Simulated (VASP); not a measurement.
A run of VASP 6.6.1:

INCAR

```
  PREC = Accurate
  ENCUT = 600
  EDIFF = 1E-6
  ISMEAR = 1
  SIGMA = 0.2
  LREAL = F
  LASPH = T
  NELM = 60
  ALGO = Normal
  ISIF = 3
  LWAVE = F
  LCHARG = F
  GGA = PE
  IVDW = 11
  IBRION = 2
  NSW = 60
  EDIFFG = -0.02
  PSTRESS = 300
```

Contents of Zn.cif:

```cif
data_Zn
_cell_length_a 3.92955200
_cell_length_b 3.92955200
_cell_length_c 3.92955200
_cell_angle_alpha 90.00000000
_cell_angle_beta 90.00000000
_cell_angle_gamma 90.00000000
_space_group_name_H-M_alt 'Fm-3m'
_space_group_name_Hall '-F 4 2 3'
_space_group_IT_number 225
loop_
_space_group_symop_operation_xyz
'x,y,z'
'-x,-y,-z'
'-y,x,z'
'y,-x,-z'
'-x,-y,z'
'x,y,-z'
'y,-x,z'
'-y,x,-z'
'x,-y,-z'
'-x,y,z'
'-y,-x,-z'
'y,x,z'
'-x,y,-z'
'x,-y,z'
'y,x,-z'
'-y,-x,z'
'z,x,y'
'-z,-x,-y'
'z,-y,x'
'-z,y,-x'
'z,-x,-y'
'-z,x,y'
'z,y,-x'
'-z,-y,x'
'-z,x,-y'
'z,-x,y'
'-z,-y,-x'
'z,y,x'
'-z,-x,y'
'z,x,-y'
'-z,y,x'
'z,-y,-x'
'y,z,x'
'-y,-z,-x'
'x,z,-y'
'-x,-z,y'
'-y,z,-x'
'y,-z,x'
'-x,z,y'
'x,-z,-y'
'-y,-z,x'
'y,z,-x'
'-x,-z,-y'
'x,z,y'
'y,-z,-x'
'-y,z,x'
'x,-z,y'
'-x,z,-y'
'x,y+1/2,z+1/2'
'-x,-y+1/2,-z+1/2'
'-y,x+1/2,z+1/2'
'y,-x+1/2,-z+1/2'
'-x,-y+1/2,z+1/2'
'x,y+1/2,-z+1/2'
'y,-x+1/2,z+1/2'
'-y,x+1/2,-z+1/2'
'x,-y+1/2,-z+1/2'
'-x,y+1/2,z+1/2'
'-y,-x+1/2,-z+1/2'
'y,x+1/2,z+1/2'
[... 40 lines left out ...]
'-x+1/2,-y,z+1/2'
'x+1/2,y,-z+1/2'
'y+1/2,-x,z+1/2'
'-y+1/2,x,-z+1/2'
'x+1/2,-y,-z+1/2'
'-x+1/2,y,z+1/2'
'-y+1/2,-x,-z+1/2'
'y+1/2,x,z+1/2'
'-x+1/2,y,-z+1/2'
'x+1/2,-y,z+1/2'
'y+1/2,x,-z+1/2'
'-y+1/2,-x,z+1/2'
'z+1/2,x,y+1/2'
'-z+1/2,-x,-y+1/2'
'z+1/2,-y,x+1/2'
'-z+1/2,y,-x+1/2'
'z+1/2,-x,-y+1/2'
'-z+1/2,x,y+1/2'
'z+1/2,y,-x+1/2'
'-z+1/2,-y,x+1/2'
'-z+1/2,x,-y+1/2'
'z+1/2,-x,y+1/2'
'-z+1/2,-y,-x+1/2'
'z+1/2,y,x+1/2'
'-z+1/2,-x,y+1/2'
'z+1/2,x,-y+1/2'
'-z+1/2,y,x+1/2'
'z+1/2,-y,-x+1/2'
'y+1/2,z,x+1/2'
'-y+1/2,-z,-x+1/2'
'x+1/2,z,-y+1/2'
'-x+1/2,-z,y+1/2'
'-y+1/2,z,-x+1/2'
'y+1/2,-z,x+1/2'
'-x+1/2,z,y+1/2'
'x+1/2,-z,-y+1/2'
'-y+1/2,-z,x+1/2'
'y+1/2,z,-x+1/2'
'-x+1/2,-z,-y+1/2'
'x+1/2,z,y+1/2'
'y+1/2,-z,-x+1/2'
'-y+1/2,z,x+1/2'
'x+1/2,-z,y+1/2'
'-x+1/2,z,-y+1/2'
'x+1/2,y+1/2,z'
'-x+1/2,-y+1/2,-z'
'-y+1/2,x+1/2,z'
'y+1/2,-x+1/2,-z'
'-x+1/2,-y+1/2,z'
'x+1/2,y+1/2,-z'
'y+1/2,-x+1/2,z'
'-y+1/2,x+1/2,-z'
'x+1/2,-y+1/2,-z'
'-x+1/2,y+1/2,z'
'-y+1/2,-x+1/2,-z'
'y+1/2,x+1/2,z'
'-x+1/2,y+1/2,-z'
'x+1/2,-y+1/2,z'
'y+1/2,x+1/2,-z'
'-y+1/2,-x+1/2,z'
'z+1/2,x+1/2,y'
'-z+1/2,-x+1/2,-y'
'z+1/2,-y+1/2,x'
'-z+1/2,y+1/2,-x'
'z+1/2,-x+1/2,-y'
'-z+1/2,x+1/2,y'
'z+1/2,y+1/2,-x'
'-z+1/2,-y+1/2,x'
'-z+1/2,x+1/2,-y'
'z+1/2,-x+1/2,y'
'-z+1/2,-y+1/2,-x'
'z+1/2,y+1/2,x'
'-z+1/2,-x+1/2,y'
'z+1/2,x+1/2,-y'
'-z+1/2,y+1/2,x'
'z+1/2,-y+1/2,-x'
'y+1/2,z+1/2,x'
'-y+1/2,-z+1/2,-x'
'x+1/2,z+1/2,-y'
'-x+1/2,-z+1/2,y'
'-y+1/2,z+1/2,-x'
'y+1/2,-z+1/2,x'
'-x+1/2,z+1/2,y'
'x+1/2,-z+1/2,-y'
'-y+1/2,-z+1/2,x'
'y+1/2,z+1/2,-x'
'-x+1/2,-z+1/2,-y'
'x+1/2,z+1/2,y'
'y+1/2,-z+1/2,-x'
'-y+1/2,z+1/2,x'
'x+1/2,-z+1/2,y'
'-x+1/2,z+1/2,-y'
loop_
_atom_site_label
_atom_site_type_symbol
_atom_site_symmetry_multiplicity
_atom_site_Wyckoff_symbol
_atom_site_fract_x
_atom_site_fract_y
_atom_site_fract_z
_atom_site_occupancy
Zn1 Zn 4 a 0.0000000000 0.0000000000 0.0000000000 1
```

The input KPOINTS:

```
regular mesh
0
Gamma
  7 7 7
```

Contents of POSCAR:

```
Zn
 1.0000000000000000
     3.9295520000000002    0.0000000000000000    0.0000000000000000
     0.0000000000000000    3.9295520000000002    0.0000000000000000
     0.0000000000000000    0.0000000000000000    3.9295520000000002
 Zn 
   4
Cartesian
  0.0000000000000000  0.0000000000000000  0.0000000000000000
  0.0000000000000000  1.9647760000000001  1.9647760000000001
  1.9647760000000001  0.0000000000000000  1.9647760000000001
  1.9647760000000001  1.9647760000000001  0.0000000000000000
```

Potentials or basis: VASP PAW PBE potentials, release 64 (Zn).

The run is started by

```bash
$ ase convert -i cif -o vasp Zn.cif POSCAR
$ cat potpaw_PBE.64/Zn/POTCAR > POTCAR
$ mpirun -np 1 vasp_std > vasp.out
```

Hardware: 1 thread of Intel(R) Xeon(R) 6975P-C (Granite Rapids) (shared host).

Q: Estimate the wall time of this run.

A: Wall time 69 s on 1 thread of Intel(R) Xeon(R) 6975P-C (Granite Rapids) (shared host), peak memory 0.2 GiB. Counts: scf iterations 57, k points 20, ion steps 7.
